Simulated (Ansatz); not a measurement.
# Computed frozen-phonon scan: AlSb (zinc blende)

AlSb (zinc blende)

```
CELL_PARAMETERS angstrom
      0.00000     6.22551     6.22551
      3.11275     0.00000     3.11275
      3.11275     3.11275     0.00000
ATOMIC_POSITIONS crystal
  Sb 0.37500 0.75000 0.75000
  Sb 0.87500 0.75000 0.75000
  Al 0.00000 0.00000 0.00000
  Al 0.50000 0.00000 0.00000
```

A phonon eigenvector at L = (0.5, 0.0, 0.0) is frozen into this cell: atom i moves by Q times the vector below, so Q is the largest atomic displacement, in Å. The cell is held. It is one choice among 2 degenerate patterns. (q is in reciprocal vectors of the primitive cell; the cell shown is doubled to hold the pattern.)

```tsv
atom	x	y	z
Sb1	-0.061	0.112	-0.173
Sb2	0.061	-0.112	0.173
Al3	-0.285	0.520	-0.805
Al4	0.285	-0.520	0.805
```

All values below come from PBE (plane waves to 420 eV, PAW, scalar-relativistic; Ansatz, an electronic-structure program). k mesh 13×13×13 (Γ-centred), Fermi-Dirac smearing 0.05 eV. The energy includes the smearing's −TS. Compression counts positive. AlSb was relaxed with its symmetry unable to fall. Spin-orbit coupling is left out, though Sb is heavy. ΔE is measured from the undisplaced structure.

```csv
Q (Å),ΔE (meV/cell),P (GPa),−dE/dQ from forces (eV/Å)
-0.180,335,0.91,3.756
-0.150,232,0.63,3.113
-0.120,148,0.40,2.479
-0.090,83,0.22,1.853
-0.060,37,0.09,1.232
-0.030,9,0.02,0.615
0.000,0,-0.01,0.000
0.030,9,0.02,-0.615
0.060,37,0.09,-1.232
0.090,83,0.22,-1.853
0.120,148,0.40,-2.479
0.150,232,0.63,-3.113
0.180,335,0.91,-3.756
```

What the scan shows:

Energy at Q = 0.180 Å: 335 meV/cell
Space group of the distorted cell: P1 (No. 1), lowered from F-43m
Symmetry of the curve: even: the same for both signs
Shape of the curve: a single well with its minimum at or next to zero displacement
Harmonic wavenumber from the curvature (finite differences): 292 cm⁻¹
Wavenumber by perturbation theory (DFPT, on another k mesh): 292 cm⁻¹

(For displaced atoms, the force is minus the slope of the energy, and its curvature is a force constant, which sets phonon frequencies.)
